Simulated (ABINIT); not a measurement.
Runs of ABINIT 10.8.3 (patched build) on Hf. It takes space group P6_3/mmc (No. 194, hexagonal). The conventional cell has a = 3.197 Å, b = 3.197 Å, c = 5.058 Å, α = 90.00°, β = 90.00°, γ = 120.00°. Hf (site symmetry -6m2) has 12 Hf at 3.13 to 3.20 Å as nearest neighbours. 

| task | level | potentials or basis | k mesh | cutoff (eV) | fine-grid cutoff | gap on the mesh (eV) | pressure (GPa) |
| --- | --- | --- | --- | --- | --- | --- | --- |
| band structure | HCTH407 | JTH PAW PBE v2.0 | 10 × 10 × 5 | 463 | 925.187 eV | none | - |
| single point | r2SCAN | JTH PAW PBE v2.0 | 13 × 13 × 6 | 544 | 1088.46 eV | none | 0.0 |
| band structure | rPW86PBE | JTH PAW PBE v2.0 | 10 × 10 × 5 | 463 | 925.187 eV | none | - |
| band structure | BP86 | JTH PAW PBE v2.0 | 10 × 10 × 5 | 463 | 925.187 eV | none | - |
| band structure | WC | JTH PAW PBE v2.0 | 10 × 10 × 5 | 463 | 925.187 eV | none | - |
| band structure | BLYP | JTH PAW PBE v2.0 | 10 × 10 × 5 | 463 | 925.187 eV | none | - |
| band structure | LDA | PseudoDojo NC SR LDA v0.4.1 standard | 10 × 10 × 5 | 789 | - | none | -8.9 |
| band structure | AM05 | JTH PAW PBE v2.0 | 10 × 10 × 5 | 463 | 925.187 eV | none | - |
| band structure | LDA-PZ | JTH PAW LDA v2.0 | 10 × 10 × 5 | 463 | 925.187 eV | none | (a) |
| band structure | PBEsol | PseudoDojo NC SR PBEsol v0.4.1 standard | 10 × 10 × 5 | 789 | - | none | -3.6 |
| single point | PBEsol | JTH PAW PBE v2.0 | 8 × 8 × 4 | 463 | 925.187 eV | none | - |

Alike in all rows: no spin polarisation; cell as given; smearing fermi-dirac 0.05 eV.

Q: Fill in the values left out.

A: (a) -8.0.

Caveats: spin-orbit coupling is left out, which moves the levels of the heavy elements (some runs); the PAW data sets were made with another functional, which shifts forces and pressure a little (some runs).

A k mesh can miss the band edges, and the runs leave out spin-orbit coupling on Hf.

A gap of «none» marks a metal or a gap under the smearing width.

Runs at the PBE level aren't shown here.
